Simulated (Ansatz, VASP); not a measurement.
Two plane-wave programs on PbO2

```
Pb O
1.0
     0.00000    2.57000    2.57000
     2.57000    0.00000    2.57000
     2.57000    2.57000    0.00000
Pb O
1 2
Direct
  0.00000 0.00000 0.00000
  0.25000 0.25000 0.25000
  0.75000 0.75000 0.75000
```

Alike in both runs: task single point; functional LDA; k mesh 6 × 6 × 6; occupations fermi-dirac, width 0.1 eV; no spin polarisation.

```csv
,VASP,Ansatz
version,VASP 6.6.1,Ansatz 0.2.0
potentials or method,"VASP PAW LDA potentials, release 64 (Pb_d, O)","plane waves, PAW"
plane-wave cutoff (eV),520,420
valence electrons in the cell,26,26
```

VASP gave:

* pressure (GPa): 16.7

**Question.** What did Ansatz give for the same quantities?

**Answer.** Pressure (GPa): 16.0.

Caveats: so large a pressure means that the cell lies far from this level's equilibrium, or that cutoff or potentials fall short (VASP). Spin-orbit coupling is left out, which matters for the levels of Pb.
